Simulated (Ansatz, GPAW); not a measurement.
This is a calculation of AlN for GPAW 26.7.0. 

File AlN.xyz:

```xyz
4
Lattice="3.1130000000 0.0000000000 0.0000000000 -1.5565000000 2.6959370820 0.0000000000 0.0000000000 0.0000000000 4.9810000000" Properties=species:S:1:pos:R:3 pbc="T T T"
Al     1.5565000002      0.8986456939      2.4905000000
Al    -0.0000000002      1.7972913881      0.0000000000
N      1.5565000002      0.8986456939      4.3832800000
N     -0.0000000002      1.7972913881      1.8927800000
```

Potentials or basis: GPAW PAW data sets (gpaw-data 1.2.1), pw.

Run with:

```sh
$ OMP_NUM_THREADS=1 gpaw run AlN.xyz -p 'mode=PW(800),xc=PBE,kpts={size:(10,10,6),gamma:True},occupations={name:fermi-dirac,width:0.05},nbands=18,convergence={density:1e-05,energy:1e-05},maxiter=150,txt=gpaw.txt' --properties efs -w gs.gpw
```

Q: Set up the same calculation for Ansatz 0.2.0. Potentials or basis there: Ansatz PAW, cutoff 500 eV.

A: As run (cutoffs and basis follow the program's own potentials, and thresholds, step limits or extra output files can differ):

The input input.yaml:

```yaml
crystal:
  lattice:
    - [3.113, 0.0, 0.0]
    - [-1.5565, 2.695937082, 0.0]
    - [0.0, 0.0, 4.981]
  atoms:
    - { symbol: Al, position: [0.6666666667, 0.3333333333, 0.5] }
    - { symbol: Al, position: [0.3333333333, 0.6666666667, 0.0] }
    - { symbol: "N", position: [0.6666666667, 0.3333333333, 0.88] }
    - { symbol: "N", position: [0.3333333333, 0.6666666667, 0.38] }
hamiltonian:
  xc: pbe
  pseudopotentials: { kind: paw }
kpoints:
  mp_grid: { grid: [10, 10, 6] }
scf:
  occupations: { method: fermi_dirac, width: 0.05 }
basis:
  ecutwfc: "500 eV"
output:
  forces: true
  stress: true
  eigenvalues: true
```

Potentials or basis: Ansatz PAW.

The run is started by

```console
$ ansatz run input.yaml --threads 2 --pin off --max-ram 5120MiB --backend cpu --events-out ev --progress --plain --runs-dir out
```

Both were run:

|  | GPAW | Ansatz |
| --- | --- | --- |
| Pressure | 4.6 GPa | 3.7 GPa |
| Largest force | 0.133 eV/Å | 0.129 eV/Å |

Ansatz's pressure holds a Pulay term of +0.01 GPa for its cutoff of 500 eV, which the other run lacks.

Pressure is positive in compression.
